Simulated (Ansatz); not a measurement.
# C: the cost of one run

Method: DFT PBE+D3(BJ), scalar-relativistic, plane waves, PAW, in Ansatz 0.2.0.

2 further runs of the same task are left out: 1 that didn't finish, 1 set aside as unsound or not needed.

### 1 Starting point

It takes space group Fmmm (No. 69, orthorhombic). Conventional cell: a = 2.466 Å, b = 4.268 Å, c = 6.799 Å, α = 90.00°, β = 90.00°, γ = 90.00°. C (site symmetry m2m) has 3 C at 1.42 Å as nearest neighbours.

As a file:

```
C
1.0
     1.23277   -2.13415    0.00000
     1.23277    2.13415    0.00000
     0.00000    0.00000    6.79898
C
4
Cartesian
  1.2328 1.7786 5.0992
  1.2328 -0.3556 1.6998
  1.2328 -1.7786 1.6998
  1.2328 0.3556 5.0992
```

It goes back to an entry of the Materials Project, which need not be the stable form.

It is the result of an earlier relaxation at this level (volume 8.94 Å³/atom; gap on the mesh: none (metal)).

### 2 Bands, states and charges

Input file input.yaml:

```yaml
crystal:
  lattice:
    - [1.22804797, -2.12706182, 0.0]
    - [1.22804797, 2.12706182, 0.0]
    - [0.0, 0.0, 7.17326776]
  atoms:
    - { symbol: C, position: [0.08337946, 0.91662054, 0.7531376], spin: 1.0 }
    - { symbol: C, position: [0.58337946, 0.41662054, 0.2468624], spin: 1.0 }
    - { symbol: C, position: [0.91662054, 0.08337946, 0.2468624], spin: 1.0 }
    - { symbol: C, position: [0.41662054, 0.58337946, 0.7531376], spin: 1.0 }
basis:
  ecutwfc: 420
kpoints:
  mp_grid: { grid: [12, 12, 4] }
hamiltonian:
  xc: pbe
  dispersion: d3bj
scf:
  occupations: { method: gaussian, width: 0.1 }
  lower_state_search: "off"
output:
  forces: true
  stress: true
  eigenvalues: true
  populations: true
magnetization:
  spin_polarized: true
```

Launch:

```console
$ ansatz run input.yaml --threads 1 --pin off --max-ram 2560MiB --backend cpu --events-out ev --progress --plain --runs-dir out
```

**Question.** How long does this run take on 1 thread of AMD EPYC (Zen 3), shared host, and how much memory does it need?

About 20 s, with a peak of 0.39 GiB.
